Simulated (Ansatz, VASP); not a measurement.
# HfSiO4 (Hafnon): VASP beside Ansatz, part 2 of 3

One calculation is typed for both programs; each brings its own data sets. How far apart do they land? The structure shown comes from an earlier Ansatz run, which isn't shown and may have moved the atoms alone.

VASP 6.6.1 and Ansatz 0.2.0.

So far: Set-up; Ansatz: elastic constants, LDA.

## Step 3: VASP: elastic constants, LDA

Level of this step: LDA; plane waves and PAW (Hf_pv, Si, O) (VASP).

The same cell, functional (in two slightly different forms), mesh and smearing now go to VASP, with its own data sets.

Lines of VASP's logs that name or quote its potential files are left out, and so is its time.

Input file INCAR:

```
SYSTEM = HfSiO4
PREC = Accurate
ENCUT = 600
EDIFF = 1E-08
NELM = 120
ISMEAR = 0
SIGMA = 0.02
LREAL = .FALSE.
ALGO = Normal
GGA = CA
NBANDS = 50
LASPH = .TRUE.
LORBIT = 11
LWAVE = .FALSE.
LCHARG = .FALSE.
ISIF = 3
IBRION = 6
NFREE = 2
POTIM = 0.015
NSW = 1
GGA_COMPAT = .FALSE.
EFERMI = MIDGAP
```

Input file POSCAR:

```
HfSiO4
1.0
   -3.2898194407      3.2898194407      2.9788958274
    3.2898194407     -3.2898194407      2.9788958274
    3.2898194407      3.2898194407     -2.9788958274
Hf Si O
2 2 8
Direct
    0.7500000000      0.2500000000      0.5000000000
    0.0000000000      0.0000000000      0.0000000000
    0.2500000000      0.7500000000      0.5000000000
    0.5000000000      0.5000000000      0.0000000000
    0.1354009140      0.3174402783      0.8179606357
    0.0674402783      0.7494796427      0.6820393643
    0.4994796427      0.3174402783      0.1820393643
    0.0674402783      0.3854009140      0.3179606357
    0.6145990860      0.9325597217      0.6820393643
    0.6825597217      0.8645990860      0.1820393643
    0.2505203573      0.9325597217      0.3179606357
    0.6825597217      0.5005203573      0.8179606357
```

Input file KPOINTS:

```
Automatic mesh
0
Gamma
1 1 1
0 0 0
```

The projector-augmented-wave data sets are Hf_pv, Si and O (LDA family, release 64).

On the command line:

```console
$ mpirun -np 2 vasp_std
```

The program printed:

```text
[banner, memory and clock lines left out]
running    2 mpi-ranks, on    1 nodes
 distrk:  each k-point on    2 cores,    1 groups
 distr:  one band on    1 cores,    2 groups

 POSCAR found type information on POSCAR HfSiO
 POSCAR found :  3 types and      12 ions
 LDA part: xc-table for (Slater(with rela. corr.)+CA(PZ))
 , standard interpolation
 POSCAR, INCAR and KPOINTS ok, starting setup
 FFT: planning ... GRIDC
 FFT: planning ... GRID_SOFT
 FFT: planning ... GRID
 WAVECAR not read
 entering main loop
       N       E                     dE             d eps       ncg     rms          rms(c)
DAV:   1     0.484928230740E+03    0.48493E+03   -0.45891E+04   100   0.165E+03
DAV:   2    -0.104684162514E+03   -0.58961E+03   -0.57569E+03   126   0.380E+02
DAV:   3    -0.133946775856E+03   -0.29263E+02   -0.29121E+02   120   0.822E+01
DAV:   4    -0.134320353922E+03   -0.37358E+00   -0.37309E+00   136   0.101E+01
DAV:   5    -0.134325258849E+03   -0.49049E-02   -0.49042E-02   120   0.106E+00    0.762E+01
DAV:   6    -0.115617306986E+03    0.18708E+02   -0.74452E+01   112   0.382E+01    0.659E+01
DAV:   7    -0.115302312356E+03    0.31499E+00   -0.39063E+00   120   0.877E+00    0.468E+01
DAV:   8    -0.115211351354E+03    0.90961E-01   -0.88825E-01   120   0.517E+00    0.140E+01
DAV:   9    -0.115138624610E+03    0.72727E-01   -0.34650E-01   112   0.284E+00    0.233E+00
DAV:  10    -0.115137670822E+03    0.95379E-03   -0.10630E-02   128   0.544E-01    0.270E-01
DAV:  11    -0.115137668328E+03    0.24938E-05   -0.73627E-04   112   0.132E-01    0.225E-01
DAV:  12    -0.115137672335E+03   -0.40068E-05   -0.88065E-05   128   0.387E-02    0.686E-02
DAV:  13    -0.115137674275E+03   -0.19401E-05   -0.46705E-06   120   0.118E-02    0.399E-02
DAV:  14    -0.115137674166E+03    0.10882E-06   -0.41717E-07   120   0.330E-03    0.367E-03
DAV:  15    -0.115137674177E+03   -0.11427E-07   -0.65416E-08   120   0.128E-03    0.101E-03
DAV:  16    -0.115137674178E+03   -0.16917E-09   -0.50641E-09    64   0.344E-04
   1 F= -.11513767E+03 E0= -.11513767E+03  d E =0.000000E+00
[... from here on, the cycles between the ionic steps are left out ...]
   2 F= -.11508257E+03 E0= -.11508257E+03  d E =0.000000E+00
   3 F= -.11510847E+03 E0= -.11510847E+03  d E =0.000000E+00
  19 F= -.11513328E+03 E0= -.11513328E+03  d E =0.000000E+00
  20 F= -.11513123E+03 E0= -.11513123E+03  d E =0.000000E+00
  21 F= -.11513123E+03 E0= -.11513123E+03  d E =0.000000E+00
  22 F= -.11513720E+03 E0= -.11513720E+03  d E =0.000000E+00
  23 F= -.11513720E+03 E0= -.11513720E+03  d E =0.000000E+00
  24 F= -.11513210E+03 E0= -.11513210E+03  d E =0.000000E+00
  25 F= -.11513644E+03 E0= -.11513644E+03  d E =0.000000E+00
  26 F= -.11513345E+03 E0= -.11513345E+03  d E =0.000000E+00
 Finite differences progress:
  Degree of freedom:  13/ 13
  Displacement:        1/  2
  Total:              25/ 26
 bond charge predicted
       N       E                     dE             d eps       ncg     rms          rms(c)
DAV:   1    -0.115135363915E+03   -0.19124E-02   -0.51367E+00   100   0.104E+01    0.942E-01
DAV:   2    -0.115139005045E+03   -0.36411E-02   -0.73801E-02   112   0.119E+00    0.651E-01
DAV:   3    -0.115137862200E+03    0.11428E-02   -0.26388E-03   128   0.285E-01    0.372E-01
DAV:   4    -0.115137566401E+03    0.29580E-03   -0.12772E-03   112   0.185E-01    0.107E-01
DAV:   5    -0.115137570996E+03   -0.45947E-05   -0.22344E-04   112   0.862E-02    0.283E-02
DAV:   6    -0.115137570300E+03    0.69564E-06   -0.20497E-05   112   0.232E-02    0.182E-02
DAV:   7    -0.115137569149E+03    0.11515E-05   -0.59596E-06   112   0.157E-02    0.660E-03
DAV:   8    -0.115137568966E+03    0.18305E-06   -0.15004E-06   112   0.781E-03    0.262E-03
DAV:   9    -0.115137568968E+03   -0.25366E-08   -0.29086E-07   112   0.266E-03    0.127E-03
DAV:  10    -0.115137568967E+03    0.16989E-08   -0.24143E-08    80   0.928E-04
  27 F= -.11513757E+03 E0= -.11513757E+03  d E =0.000000E+00
 Finite differences progress:
  Degree of freedom:  13/ 13
  Displacement:        2/  2
  Total:              26/ 26
```

OUTCAR, selected parts (step 3):

```text
ion  position               nearest neighbor table
   1  0.750  0.250  0.500-   7 2.13  12 2.13  10 2.13   5 2.13   8 2.24   9 2.24  11 2.24   6 2.24
                             3 2.98   3 2.98   2 3.61   2 3.61   2 3.61   2 3.61
   2  0.000  0.000  0.000-   6 2.13  11 2.13   9 2.13   8 2.13  10 2.24   5 2.24   7 2.24  12 2.24
                             4 2.98   4 2.98   1 3.61   1 3.61   1 3.61   1 3.61
   3  0.250  0.750  0.500-   8 1.62   9 1.62   6 1.62  11 1.62   1 2.98   1 2.98
   4  0.500  0.500  0.000-   5 1.62  10 1.62   7 1.62  12 1.62   2 2.98   2 2.98
   5  0.135  0.317  0.818-   4 1.62   1 2.13   2 2.24
   6  0.067  0.749  0.682-   3 1.62   2 2.13   1 2.24
   7  0.499  0.317  0.182-   4 1.62   1 2.13   2 2.24
   8  0.067  0.385  0.318-   3 1.62   2 2.13   1 2.24
   9  0.615  0.933  0.682-   3 1.62   2 2.13   1 2.24
  10  0.683  0.865  0.182-   4 1.62   1 2.13   2 2.24
  11  0.251  0.933  0.318-   3 1.62   2 2.13   1 2.24
  12  0.683  0.501  0.818-   4 1.62   1 2.13   2 2.24

  LATTYP: Found a body centered tetragonal cell.
 ALAT       =     6.5796388814
 C/A-ratio  =     0.9054891556

 Subroutine GETGRP returns: Found 16 space group operations
 (whereof  8 operations were pure point group operations)

The static configuration has the point symmetry D_2d.
 The point group associated with its full space group is D_4h.

 Found      1 irreducible k-points:

   k-points           NKPTS =      1   k-points in BZ     NKDIM =      1   number of bands    NBANDS=     50

   dimension x,y,z NGX =    48 NGY =   48 NGZ =   48
   dimension x,y,z NGXF=    96 NGYF=   96 NGZF=   96

   ENCUT  =  600.0 eV  44.10 Ry    6.64 a.u.  11.03 11.03 11.03*2*pi/ulx,y,z

   NELECT =      76.0000    total number of electrons

 k-points in reciprocal lattice and weights: Automatic mesh
   0.00000000  0.00000000  0.00000000       1.000

 average (electrostatic) potential at core
       1 -38.2579       2 -38.2465       3 -85.8651       4 -85.9005       5 -71.0120
       6 -71.0042       7 -71.0029       8 -71.0042       9 -70.9939      10 -71.0166
      11 -71.0039      12 -71.0166

 E-fermi :   5.9039

 k-point     1 :       0.0000    0.0000    0.0000
  band No.  band energies     occupation
    ...
     34       2.5909      2.00000
     35       2.7244      2.00000
     36       2.7249      2.00000
     37       2.7587      2.00000
     38       3.3025      2.00000
     39       8.5054      0.00000
     40       8.9145      0.00000
     41       9.1234      0.00000
     42       9.1302      0.00000
     43       9.1995      0.00000
    ...

  Total       -0.9033937     -1.0647087     -0.7612666      0.0000000     -0.1678582      0.0000000
  in kB      -11.2234977    -13.2276268     -9.4577526      0.0000000     -2.0854212      0.0000000
  external PRESSURE =     -11.3029590 kB  Pullay stress =       0.0000000 kB

  energy-cutoff  :      600.00
  volume of cell :      128.96
      direct lattice vectors                 reciprocal lattice vectors
    -3.289819441  3.289819441  2.978895827     0.000000000  0.151984025  0.167847427
     3.289819441 -3.289819441  2.978895827     0.151984025  0.000000000  0.167847427
     3.289819441  3.289819441 -2.978895827     0.151984025  0.151984025  0.000000000

 POSITION                                       TOTAL-FORCE (eV/Angst)
 -----------------------------------------------------------------------------------
      0.00000      3.28982      1.48945         0.000000     -0.022239     -0.025618
      0.00000      0.00000      0.00000         0.000000     -0.003977     -0.005027
      3.28982      0.00000      1.48945         0.000000      0.007926      0.007668
      0.00000      0.00000      2.97890         0.000000     -0.124791     -0.161374
      3.28982      2.09207     -1.10265        -0.000000      0.045626      0.149374
      4.48757     -0.00000      0.40180         0.128385      0.015762     -0.149581
     -0.00000      1.19775      1.89124         0.000000      0.125684     -0.107698
      2.09207     -0.00000      0.40180        -0.128385      0.015762     -0.149581
      3.28982      1.19775      2.57710         0.000000      0.115236      0.093379
      1.19775      0.00000      4.06655         0.127315     -0.020895      0.105474
      3.28982     -1.19775      2.57710        -0.000000     -0.133199      0.137508
      2.09207      3.28982      1.08765        -0.127315     -0.020895      0.105474
 -----------------------------------------------------------------------------------
    total drift:                                0.000000     -0.000070     -0.000072

  FREE ENERGIE OF THE ION-ELECTRON SYSTEM (eV)
  ---------------------------------------------------
  free  energy   TOTEN  =      -115.1375689667 eV

  energy  without entropy=     -115.1375689667  energy(sigma->0) =     -115.13756897

  SYMMETRIZED ELASTIC MODULI (kBar)
 Direction    XX          YY          ZZ          XY          YZ          ZX
[...]
0.000000  0.000000  2.978896    -0.000000   -0.000000   -0.430192
      3.289819  2.092066 -1.087653    -0.000000    0.224925    0.167460
      4.487573 -0.000000  0.401795     0.224925    0.000000   -0.167460
     -0.000000  1.197753  1.891243    -0.000000   -0.224925    0.167460
      2.092066 -0.000000  0.401795    -0.224925   -0.000000   -0.167460
      3.289819  1.197753  2.577101     0.000000   -0.224925   -0.167460
      1.197753  0.000000  4.066549     0.224925   -0.000000    0.167460
      3.289819 -1.197753  2.577101    -0.000000    0.224925   -0.167460
      2.092066  3.289819  1.087653    -0.224925    0.000000    0.167460

   2 f  =   29.509756 THz   185.415265 2PiTHz  984.339505 cm-1   122.042489 meV
             X         Y         Z           dx          dy          dz
      0.000000  3.289819  1.489448    -0.000000   -0.000000    0.014682
      0.000000  0.000000  0.000000    -0.000000    0.000000    0.014682
      3.289819  0.000000  1.489448    -0.000000   -0.000000   -0.463917
      0.000000  0.000000  2.978896    -0.000000   -0.000000   -0.463917
      3.289819  2.092066 -1.087653    -0.000000    0.226173    0.141376
      4.487573 -0.000000  0.401795    -0.226173   -0.000000    0.141376
     -0.000000  1.197753  1.891243    -0.000000   -0.226173    0.141376
      2.092066 -0.000000  0.401795     0.226173    0.000000    0.141376
      3.289819  1.197753  2.577101     0.000000    0.226173    0.141376
      1.197753  0.000000  4.066549     0.226173    0.000000    0.141376
      3.289819 -1.197753  2.577101     0.000000   -0.226173    0.141376
      2.092066  3.289819  1.087653    -0.226173    0.000000    0.141376

   3 f  =   29.432439 THz   184.929471 2PiTHz  981.760503 cm-1   121.722734 meV
             X         Y         Z           dx          dy          dz
      0.000000  3.289819  1.489448    -0.000000    0.000000    0.000000
      0.000000  0.000000  0.000000    -0.000000   -0.000000    0.000000
      3.289819  0.000000  1.489448    -0.000000    0.000000   -0.000000
      0.000000  0.000000  2.978896    -0.000000   -0.000000   -0.000000
      3.289819  2.092066 -1.087653    -0.000000    0.292609    0.198444
      4.487573 -0.000000  0.401795    -0.292609    0.000000    0.198444
     -0.000000  1.197753  1.891243    -0.000000   -0.292609    0.198444
      2.092066 -0.000000  0.401795     0.292609    0.000000    0.198444
      3.289819  1.197753  2.577101     0.000000   -0.292609   -0.198444
      1.197753  0.000000  4.066549    -0.292609    0.000000   -0.198444
      3.289819 -1.197753  2.577101    -0.000000    0.292609   -0.198444
      2.092066  3.289819  1.087653     0.292609    0.000000   -0.198444

   4 f  =   27.938075 THz   175.540103 2PiTHz  931.913875 cm-1   115.542543 meV
             X         Y         Z           dx          dy          dz
      0.000000  3.289819  1.489448    -0.000000   -0.000000    0.000000
      0.000000  0.000000  0.000000     0.000000    0.000000   -0.000000
      3.289819  0.000000  1.489448    -0.000000   -0.000000   -0.000000
      0.000000  0.000000  2.978896     0.000000    0.000000   -0.000000
      3.289819  2.092066 -1.087653    -0.000000    0.323020    0.143730
      4.487573 -0.000000  0.401795     0.323020   -0.000000   -0.143730
     -0.000000  1.197753  1.891243    -0.000000   -0.323020    0.143730
      2.092066 -0.000000  0.401795    -0.323020   -0.000000   -0.143730
      3.289819  1.197753  2.577101    -0.000000    0.323020    0.143730
      1.197753  0.000000  4.066549    -0.323020    0.000000   -0.143730
      3.289819 -1.197753  2.577101    -0.000000   -0.323020    0.143730
      2.092066  3.289819  1.087653     0.323020   -0.000000   -0.143730

   5 f  =   27.036202 THz   169.873466 2PiTHz  901.830618 cm-1   111.812696 meV
             X         Y         Z           dx          dy          dz
      0.000000  3.289819  1.489448    -0.001082    0.031152   -0.000000
      0.000000  0.000000  0.000000     0.001082   -0.031152   -0.000000
      3.289819  0.000000  1.489448    -0.014947    0.430185   -0.000000
      0.000000  0.000000  2.978896     0.014947   -0.430185    0.000000
      3.289819  2.092066 -1.087653    -0.000099    0.304611    0.252761
      4.487573 -0.000000  0.401795     0.010584   -0.002844   -0.008782
     -0.000000  1.197753  1.891243    -0.000099    0.304611   -0.252761
      2.092066 -0.000000  0.401795     0.010584   -0.002844    0.008782
      3.289819  1.197753  2.577101     0.000099   -0.304611   -0.252761
      1.197753  0.000000  4.066549    -0.010584    0.002844   -0.008782
      3.289819 -1.197753  2.577101     0.000099   -0.304611    0.252761
      2.092066  3.289819  1.087653    -0.010584    0.002844    0.008782

   6 f  =   27.036202 THz   169.873466 2PiTHz  901.830618 cm-1   111.812696 meV
             X         Y         Z           dx          dy          dz
      0.000000  3.289819  1.489448    -0.031152   -0.001082    0.000000
      0.000000  0.000000  0.000000     0.031152    0.001082    0.000000
      3.289819  0.000000  1.489448    -0.430185   -0.014947    0.000000
      0.000000  0.000000  2.978896     0.430185    0.014947   -0.000000
      3.289819  2.092066 -1.087653    -0.002844   -0.010584   -0.008782
      4.487573 -0.000000  0.401795     0.304611    0.000099   -0.252761
     -0.000000  1.197753  1.891243    -0.002844   -0.010584    0.008782
      2.092066 -0.000000  0.401795     0.304611    0.000099    0.252761
      3.289819  1.197753  2.577101     0.002844    0.010584    0.008782
      1.197753  0.000000  4.066549    -0.304611   -0.000099   -0.252761
      3.289819 -1.197753  2.577101     0.002844    0.010584   -0.008782
      2.092066  3.289819  1.087653    -0.304611   -0.000099    0.252761

   7 f  =   25.717501 THz   161.587823 2PiTHz  857.843486 cm-1   106.358989 meV
             X         Y         Z           dx          dy          dz
      0.000000  3.289819  1.489448     0.000295    0.003859   -0.000000
      0.000000  0.000000  0.000000     0.000295    0.003859   -0.000000
      3.289819  0.000000  1.489448     0.034418    0.449672   -0.000000
      0.000000  0.000000  2.978896     0.034418    0.449672    0.000000
      3.289819  2.092066 -1.087653     0.001007   -0.317492   -0.215545
      4.487573 -0.000000  0.401795    -0.024301    0.013160    0.016498
     -0.000000  1.197753  1.891243     0.001007   -0.317492    0.215545
      2.092066 -0.000000  0.401795    -0.024301    0.013160   -0.016498
      3.289819  1.197753  2.577101     0.001007   -0.317492   -0.215545
      1.197753  0.000000  4.066549    -0.024301    0.013160   -0.016498
      3.289819 -1.197753  2.577101     0.001007   -0.317492    0.215545
      2.092066  3.289819  1.087653    -0.024301    0.013160    0.016498

   8 f  =   25.717501 THz   161.587823 2PiTHz  857.843486 cm-1   106.358989 meV
             X         Y         Z           dx          dy          dz
      0.000000  3.289819  1.489448    -0.003859    0.000295   -0.000000
      0.000000  0.000000  0.000000    -0.003859    0.000295   -0.000000
      3.289819  0.000000  1.489448    -0.449672    0.034418    0.000000
      0.000000  0.000000  2.978896    -0.449672    0.034418    0.000000
      3.289819  2.092066 -1.087653    -0.013160   -0.024301   -0.016498
      4.487573 -0.000000  0.401795     0.317492    0.001007   -0.215545
     -0.000000  1.197753  1.891243    -0.013160   -0.024301    0.016498
      2.092066 -0.000000  0.401795     0.317492    0.001007    0.215545
      3.289819  1.197753  2.577101    -0.013160   -0.024301   -0.016498
    [... 421 further lines ...]
      3.289819 -1.197753  2.577101     0.000000    0.000029   -0.171940
      2.092066  3.289819  1.087653     0.000029   -0.000000   -0.171940

 ELASTIC MODULI CONTR FROM IONIC RELAXATION (kBar)
 Direction    XX          YY          ZZ          XY          YZ          ZX
 --------------------------------------------------------------------------------
 XX       -1099.0235    480.9716    -23.8197      0.0000      0.0000     -0.0000
 YY         480.9716  -1099.0235    -23.8197      0.0000     -0.0000     -0.0000
 ZZ         -23.8197    -23.8197   -258.4132      0.0000      0.0000     -0.0000
 XY           0.0000      0.0000      0.0000     -1.0728      0.0000     -0.0000
 YZ           0.0000     -0.0000     -0.0000      0.0000   -619.2692      0.0000
 ZX          -0.0000     -0.0000     -0.0000     -0.0000      0.0000   -619.2691
 --------------------------------------------------------------------------------

 TOTAL ELASTIC MODULI (kBar)
 Direction    XX          YY          ZZ          XY          YZ          ZX
 --------------------------------------------------------------------------------
 XX        3568.2624    898.0715   1833.8810      0.0000      0.0000     -0.0000
 YY         898.0715   3568.2624   1833.8810      0.0000     -0.0000     -0.0000
 ZZ        1833.8810   1833.8810   4816.0054      0.0000      0.0000     -0.0000
 XY           0.0000      0.0000      0.0000    407.2663      0.0000     -0.0000
 YZ           0.0000     -0.0000     -0.0000      0.0000    901.4826      0.0000
 ZX          -0.0000     -0.0000     -0.0000     -0.0000      0.0000    901.4827
 --------------------------------------------------------------------------------

 total charge
# of ion       s       p       d       tot
------------------------------------------
    1        0.269   6.670   1.341   8.280
    2        0.269   6.670   1.341   8.280
    3        0.665   1.044   0.000   1.709
    4        0.665   1.044   0.000   1.709
    5        1.523   3.653   0.000   5.176
    6        1.523   3.653   0.000   5.176
    7        1.523   3.653   0.000   5.176
    8        1.523   3.653   0.000   5.176
    9        1.523   3.653   0.000   5.176
   10        1.523   3.653   0.000   5.176
   11        1.523   3.653   0.000   5.176
   12        1.523   3.653   0.000   5.176
--------------------------------------------------
tot         14.051  44.650   2.682  61.383
```

CONTCAR:

```
HfSiO4
   1.00000000000000
    -3.2898194407000001    3.2898194407000001    2.9788958274000001
     3.2898194407000001   -3.2898194407000001    2.9788958274000001
     3.2898194407000001    3.2898194407000001   -2.9788958274000001
  Hf              Si              O
     2     2     8
Direct
     0.7500000000000000    0.2500000000000000    0.5000000000000000
     0.0000000000000000    0.0000000000000000    0.0000000000000000
     0.2500000000000000    0.7500000000000000    0.5000000000000000
     0.5000000000000000    0.5000000000000000    0.0000000000000000
     0.1328832025946499    0.3149225668946458    0.8179606356999969
     0.0674402782999977    0.7494796427000026    0.6820393643000031
     0.4994796427000026    0.3174402782999977    0.1820393643000031
     0.0674402782999977    0.3854009140000016    0.3179606356999969
     0.6145990859999984    0.9325597217000023    0.6820393643000031
     0.6825597217000023    0.8645990859999984    0.1820393643000031
     0.2505203572999974    0.9325597217000023    0.3179606356999969
     0.6825597217000023    0.5005203572999974    0.8179606356999969
```

Levels, forces or a CONTCAR printed for this step are those of its last displaced cell, not of the structure at rest.

[end of part 2 of 3]

[Lines on the potential files, build, host, timing and source positions are cut from VASP's logs without a mark.]

[Logs are printed without paths, hosts, clocks, repeated set-up lines and the standing remarks that a program may print on its own settings, such as how far it seeks lower states.]

[Hosts, paths, dates, database ids (printed as entryN), source tags and the programs' standing remarks are cut or masked in the printed files.]
